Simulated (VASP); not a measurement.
# GaSb (F-43m) in VASP: notebook

Aim: see how the results for GaSb move with the level of theory and the settings. Levels: revPBE+D4, PBE. Tasks: relaxation of cell and atoms, single point.

All numbers are computed with VASP 6.6.1; they aren't measurements. Logs are shortened: lines on timing, memory, paths and dates and some standing lists are left out, and cuts for length are marked.

**What was measured.**

From a printed reference work, data compilation, for a bulk crystal of GaSb at 4.2 K: band gap 0.811 eV (direct).

The runs below are set against these values where they give the same quantity.

## Step 1: The cell of the first run

The structure is cubic, space group F-43m (No. 216). The conventional cell has a = 6.118 Å, b = 6.118 Å, c = 6.118 Å, α = 90.00°, β = 90.00°, γ = 90.00°. Sb (site symmetry -43m) has 4 Ga at 2.65 Å within 3.5 Å. Ga (site symmetry -43m) has 4 Sb at 2.65 Å within 3.5 Å.

## Step 2: Relaxation of cell and atoms, revPBE+D4

INCAR

```
PREC     = Accurate       # precision mode
ENCUT    = 600            # plane-wave cutoff, eV
EDIFF    = 1E-7           # SCF threshold, eV
ISMEAR   = -1             # smearing method
SIGMA    = 0.05           # smearing width, eV
LREAL    = False          # projectors in reciprocal space
LASPH    = True           # aspherical terms in the spheres
NELM     = 80             # most SCF steps
ALGO     = Normal         # electronic algorithm
ISIF     = 3              # what is computed and relaxed
LWAVE    = False          # write WAVECAR
LCHARG   = False          # write CHGCAR
GGA      = RE             # functional
IVDW     = 13             # dispersion correction
IBRION   = 2              # ionic algorithm
NSW      = 80             # ionic steps
EDIFFG   = -0.02          # ionic threshold
```

KPOINTS

```
regular mesh
0
Gamma
  8 8 8
```

POSCAR

```
GaSb
1.0
    0.0000000000      3.0590000000      3.0590000000
    3.0590000000      0.0000000000      3.0590000000
    3.0590000000      3.0590000000      0.0000000000
Sb Ga
1 1
Direct
    0.7500000000      0.7500000000      0.7500000000
    0.0000000000      0.0000000000      0.0000000000
```

Potentials or basis: VASP PAW PBE potentials, release 64 (Sb, Ga_d).

Launch:

```
$ cat potpaw_PBE.64/Sb/POTCAR potpaw_PBE.64/Ga_d/POTCAR > POTCAR
$ mpirun -np 1 vasp_std > vasp.out
```

OUTCAR:

```text
PREC = Accurate
   ENCUT = 600
   EDIFF = 1E-7
   ISMEAR = -1
   LREAL = False
   LASPH = True
   NELM = 80
   ISIF = 3
   GGA = RE
   IVDW = 13
   IBRION = 2
   NSW = 80
   EDIFFG = -0.02

 ion  position               nearest neighbor table
   1  0.750  0.750  0.750-   2 2.65   2 2.65   2 2.65   2 2.65
   2  0.000  0.000  0.000-   1 2.65   1 2.65   1 2.65   1 2.65

  LATTYP: Found a face centered cubic cell.
 ALAT       =     6.1180000000

  Lattice vectors:

 A1 = (   0.0000000000,   3.0590000000,   3.0590000000)
 A2 = (   3.0590000000,   0.0000000000,   3.0590000000)
 A3 = (   3.0590000000,   3.0590000000,   0.0000000000)

Analysis of symmetry for initial positions (statically):
=====================================================================
 Subroutine PRICEL returns:
 Original cell was already a primitive cell.

 Routine SETGRP: Setting up the symmetry group for a
 face centered cubic supercell.

 Subroutine GETGRP returns: Found 24 space group operations
 (whereof 24 operations were pure point group operations)
 out of a pool of 48 trial point group operations.

The static configuration has the point symmetry T_d .

Analysis of symmetry for dynamics (positions and initial velocities):
=====================================================================
 Subroutine PRICEL returns:
 Original cell was already a primitive cell.

 Routine SETGRP: Setting up the symmetry group for a
 face centered cubic supercell.

 Subroutine GETGRP returns: Found 24 space group operations
 (whereof 24 operations were pure point group operations)
 out of a pool of 48 trial point group operations.

The dynamic configuration has the point symmetry T_d .

 Subroutine INISYM returns: Found 24 space group operations
 (whereof 24 operations are pure point group operations),
 and found     1 'primitive' translations

----------------------------------------------------------------------------------------

                                     Primitive cell

  volume of cell :      57.2491

  direct lattice vectors                    reciprocal lattice vectors
     0.000000000  3.059000000  3.059000000    -0.163452109  0.163452109  0.163452109
     3.059000000  0.000000000  3.059000000     0.163452109 -0.163452109  0.163452109
     3.059000000  3.059000000  0.000000000     0.163452109  0.163452109 -0.163452109

  length of vectors
     4.326079287  4.326079287  4.326079287     0.283107357  0.283107357  0.283107357

  position of ions in fractional coordinates (direct lattice)
     0.750000000  0.750000000  0.750000000
     0.000000000  0.000000000  0.000000000

  ion indices of the primitive-cell ions
   primitive index   ion index
                 1           1
                 2           2

----------------------------------------------------------------------------------------

 KPOINTS: regular mesh

Automatic generation of k-mesh.
 Grid dimensions read from file:
 generate k-points for:    8    8    8

 Generating k-lattice:

  Cartesian coordinates                     Fractional coordinates (reciprocal lattice)
    -0.020431514  0.020431514  0.020431514     0.125000000  0.000000000  0.000000000
     0.020431514 -0.020431514  0.020431514     0.000000000  0.125000000  0.000000000
     0.020431514  0.020431514 -0.020431514     0.000000000  0.000000000  0.125000000

  Length of vectors
     0.035388420  0.035388420  0.035388420

  Shift w.r.t. Gamma in fractional coordinates (k-lattice)
     0.000000000  0.000000000  0.000000000

 Subroutine IBZKPT returns following result:
 ===========================================

 Found     29 irreducible k-points:

 Following reciprocal coordinates:
            Coordinates               Weight
  0.000000  0.000000  0.000000      1.000000
  0.125000  0.000000  0.000000      8.000000
  0.250000  0.000000  0.000000      8.000000
  0.375000  0.000000  0.000000      8.000000
  0.500000  0.000000  0.000000      4.000000
  0.125000  0.125000  0.000000      6.000000
[... 16 lines left out ...]
  0.500000  0.250000  0.125000     48.000000
 -0.375000  0.250000  0.125000     24.000000
 [... further k-points ...]
   k-points           NKPTS =     29   k-points in BZ     NKDIM =     29   number of bands    NBANDS=     13
   number of dos      NEDOS =    301   number of ions     NIONS =      2
   total plane-waves  NPLWV =  46656
   dimension x,y,z NGX =    36 NGY =   36 NGZ =   36
   dimension x,y,z NGXF=    72 NGYF=   72 NGZF=   72
   ions per type =               1   1
   NGX,Y,Z   is equivalent  to a cutoff of  13.83, 13.83, 13.83 a.u.
   NGXF,Y,Z  is equivalent  to a cutoff of  27.67, 27.67, 27.67 a.u.
 SYSTEM =  unknown system
   PREC   = accura    normal or accurate (medium, high low for compatibility)
   ISTART =      0    job   : 0-new  1-cont  2-samecut
   ICHARG =      2    charge: 1-file 2-atom 10-const
   ISPIN  =      1    spin polarized calculation?
   LNONCOLLINEAR =      F non collinear calculations
   LSORBIT =      F    spin-orbit coupling
   LASPH  =      T    aspherical Exc in radial PAW
   ENCUT  =  600.0 eV  44.10 Ry    6.64 a.u.   8.64  8.64  8.64*2*pi/ulx,y,z
   NELM   =     80;   NELMIN=  2; NELMDL= -5     # of ELM steps
   EDIFF  = 0.1E-06   stopping-criterion for ELM
   LREAL  =      F    real-space projection
   EDIFFG = -.2E-01   stopping-criterion for IOM
   NSW    =     80    number of steps for IOM
   IBRION =      2    ionic relax: 0-MD 1-quasi-New 2-CG
   NFREE  =      1    steps in history (QN), initial steepest desc. (CG)
   ISIF   =      3    stress and relaxation
   ISYM   =      2    0-nonsym 1-usesym 2-fastsym
   POTIM  = 0.5000    time-step for ionic-motion
   TEBEG  =    0.0;   TEEND  =   0.0 temperature during run
   PSTRESS=    0.0 pullay stress
   NELECT =      18.0000    total number of electrons
   NUPDOWN=      -1.0000    fix difference up-down
   EMIN   =  10.00;   EMAX   =-10.00  energy-range for DOS
   EFERMI =   0.00;   METHOD = LEGACY
   ISMEAR =    -1;   SIGMA  =   0.05  broadening in eV -4-tet -1-fermi 0-gaus
   EFERMI_NEDOS =   21; number of points for ismear=-14 and -15
   IALGO  =     38    algorithm
   IMIX   =      4    mixing-type and parameters
     AMIX     =   0.40;   BMIX     =  1.00
     AMIX_MAG =   1.60;   BMIX_MAG =  1.00
  volume/ion in A,a.u.               =      28.62       193.17
  Fermi-wavevector in a.u.,A,eV,Ry     =   1.113208  2.103657 16.860766  1.239231
  Thomas-Fermi vector in A             =   2.249790
   LORBIT       =      0    0 simple, 1 ext, 2 COOP (PROOUT), +10 PAW based schemes
   GGA     = RE    functional components
   LHFCALC =     F    Hartree Fock is set to
   AEXX    =    0.0000 exact exchange contribution
   IVDW    =    13    specifies the selected vdW correction
   LEPSILON=     F    determine dielectric tensor
   LRPA    =     F    only Hartree local field effects (RPA)
 conjugate gradient relaxation of ions
 non-spin polarized calculation
  energy-cutoff  :      600.00
  volume of cell :       57.25
 maximum number of plane-waves:      1926
   NGX = 17   NGY = 17   NGZ = 17

--------------------------------------- Ionic step        1  -------------------------------------------

 number of electron      18.0000006 magnetization

 Free energy of the ion-electron system (eV)
  ---------------------------------------------------
  ext. energy  EPLUGINS =         0.00000000
  ---------------------------------------------------
  free energy    TOTEN  =        -6.75779852 eV

  energy without entropy =       -6.75739348  energy(sigma->0) =       -6.75759600

------------------------ aborting loop because EDIFF is reached ----------------------------------------

  DFT-D4 for vdW energy calculation

  Edisp (eV):   -1.32262

  FORCE on cell =-STRESS in cart. coord.  units (eV):
  Direction    XX          YY          ZZ          XY          YZ          ZX
  --------------------------------------------------------------------------------------
  -------------------------------------------------------------------------------------
  Total      -0.20633    -0.20633    -0.20633     0.00000     0.00000    -0.00000
  in kB      -5.77432    -5.77432    -5.77432     0.00000     0.00000    -0.00000
  external pressure =       -5.77 kB  Pullay stress =        0.00 kB
[... 61 lines left out ...]
  energy  without entropy=       -8.0812695387  energy(sigma->0) =       -8.08139121

--------------------------------------- Ionic step        3  -------------------------------------------

 number of electron      18.0000007 magnetization

 Free energy of the ion-electron system (eV)
  ---------------------------------------------------
  ext. energy  EPLUGINS =         0.00000000
  ---------------------------------------------------
  free energy    TOTEN  =        -6.74207448 eV

  energy without entropy =       -6.74179494  energy(sigma->0) =       -6.74193471

 E-fermi :   5.1956     XC(G=0):  -9.0183

 val. band max:        5.0684033099   @ k =   0.0000   0.0000   0.0000
 cond. band min:       5.2576962513   @ k =   0.0000   0.0000   0.0000
 fundamental gap:      0.1892929414
 Fermi energy:         5.1955957726

 k-point     1 :       0.0000    0.0000    0.0000
  band No.  band energies     occupation
      1      -9.9937      2.00000
      2      -9.9937      2.00000
      3      -9.9937      2.00000
      4      -9.9424      2.00000
      5      -9.9424      2.00000
      6      -6.4644      2.00000
      7       5.0684      1.85432
      8       5.0684      1.85432
      9       5.0684      1.85432
     10       5.2577      0.44817
     11       7.8514      0.00000
     12       7.8514      0.00000
     13       7.8514      0.00000
[... 353 lines left out ...]
 k-point    24 :      -0.3750    0.2500    0.1250
  band No.  band energies     occupation
      1     -10.0276      2.00000
      2      -9.9794      2.00000
      3      -9.9763      2.00000
      4      -9.9456      2.00000
      5      -9.9422      2.00000
      6      -4.4537      2.00000
      7      -1.2989      2.00000
      8       1.9489      2.00000
      9       3.1490      2.00000
     10       7.4364      0.00000
     11       8.5413      0.00000
     12      10.4984      0.00000
     13      11.5724      0.00000

 [... further k-points ...]

------------------------ aborting loop because EDIFF is reached ----------------------------------------

  DFT-D4 for vdW energy calculation

  Edisp (eV):   -1.33955

  FORCE on cell =-STRESS in cart. coord.  units (eV):
  Direction    XX          YY          ZZ          XY          YZ          ZX
  --------------------------------------------------------------------------------------
  -------------------------------------------------------------------------------------
  Total       0.00651     0.00651     0.00651     0.00000     0.00000     0.00000
  in kB       0.18444     0.18444     0.18444     0.00000     0.00000     0.00000
  external pressure =        0.18 kB  Pullay stress =        0.00 kB
[... 17 lines left out ...]
  FREE ENERGIE OF THE ION-ELECTRON SYSTEM (eV)
  ---------------------------------------------------
  free  energy   TOTEN  =        -8.0816195625 eV

  energy  without entropy=       -8.0813400171  energy(sigma->0) =       -8.08147979

 reached required accuracy - stopping structural energy minimisation
```

Wall time 2.1 min (1 thread of AMD EPYC 7R13, shared host); peak memory 0.19 GiB.

Results:

* Free energy: -8.0816 eV
* Relaxed volume: 28.30 Å³/atom
* Relaxed cell: a = 4.310 Å, b = 4.310 Å, c = 4.310 Å, α = 60.00°, β = 60.00°, γ = 60.00°
* Space group after relaxing (to 0.05 Å): F-43m (No. 216)
* Energy gained by relaxing: 0.6 meV/atom
* Ionic steps: 3
* Pressure after relaxing: 0.0 GPa
* Band gap on the k mesh: 0.19 eV, direct
* Dispersion energy per atom: -0.670 eV

The path:
| step | energy change (eV) | largest force (eV/Å) | pressure (GPa) | volume (Å³) |
| --- | --- | --- | --- | --- |
| 1 | 0.0000 | 0.0000 | -0.58 | 57.25 |
| 2 | -0.0011 | 0.0000 | 0.19 | 56.40 |
| 3 | -0.0012 | 0.0000 | 0.02 | 56.59 |

Final structure:
```xyz
2
Lattice="0.0000 3.0473 3.0473 3.0473 0.0000 3.0473 3.0473 3.0473 0.0000" Properties=species:S:1:pos:R:3 pbc="T T T"
Sb    4.5709    4.5709    4.5709
Ga    0.0000    0.0000    0.0000
```

Levels at points of the mesh, in eV from the valence-band top:
```
           k point  band 7  band 8  band 9  band 10  band 11  band 12
(0.00, 0.00, 0.00)    0.00    0.00    0.00     0.19     2.78     2.78
(0.50, 0.00, 0.00)   -6.39   -1.17   -1.17     0.49     3.76     3.76
(0.50, 0.50, 0.00)   -6.84   -2.61   -2.61     0.95     1.30     8.78
```

Caveat: the PAW data sets were made with another functional, which shifts forces and pressure a little; spin-orbit coupling is left out, which moves the levels of the heavy elements. A k mesh can miss the band edges.

(Continued in part 2 of 2.)
